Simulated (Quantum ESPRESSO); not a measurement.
# EuO under changes of volume

One of the cells (17.013 Å³/atom); the others are scaled copies at fixed shape and fractional positions:

```xyz
2
Lattice="0.0000 2.5720 2.5720 2.5720 0.0000 2.5720 2.5720 2.5720 0.0000" Properties=species:S:1:pos:R:3 pbc="T T T"
Eu    0.0000    0.0000    0.0000
O     2.5720    2.5720    2.5720
```

```yaml
Program: Quantum ESPRESSO 7.5
Functional: PBE
Potentials_or_basis: SSSP 1.3 efficiency PBE
Cutoff: 748 eV
Density_cutoff: 5987 eV
k_mesh: 9 × 9 × 9
Occupations: fermi-dirac, width 0.05 eV
Spin: collinear spin, ferromagnetic start
Starting_moments: "[7.0, 0.0] μB"
```

```csv
volume (Å³/atom),energy over the lowest point (meV/atom),pressure (GPa),moment (μB per cell)
15.992,0.92,1.3,6.92
16.333,0.00,-0.8,6.94
16.673,3.38,-2.7,6.95
17.013,?,?,?
17.354,21.18,-5.8,6.97
17.694,34.76,-7.2,6.98
18.034,50.97,-8.2,6.98
```

Task: What does the run at 17.013 Å³/atom give?

Result: Energy over the lowest point 10.61 meV/atom; pressure -4.4 GPa; moment 6.96 μB per cell.

Worked out: A Birch-Murnaghan fit of order 3 (a polynomial in V^(-2/3)) to the other rows has its minimum at 16.23 Å³/atom with B0 = V·E''(V) = 100 GPa and B' = 4.8. It gives 10.58 meV/atom at 17.013 Å³/atom, against the run's 10.61, and -dE/dV = -4.2 GPa, against -4.4. A straight line through the other rows of the moment, of slope 0.0294 μB per Å³/atom, gives 6.96 μB, against the run's 6.96.

Energies are extrapolated to zero smearing.

Caveats: a cell with one magnetic atom can't hold antiferromagnetic order, which such compounds often take; without U or exact exchange the open f shell lies at the Fermi level, which spoils levels, moments and volumes.
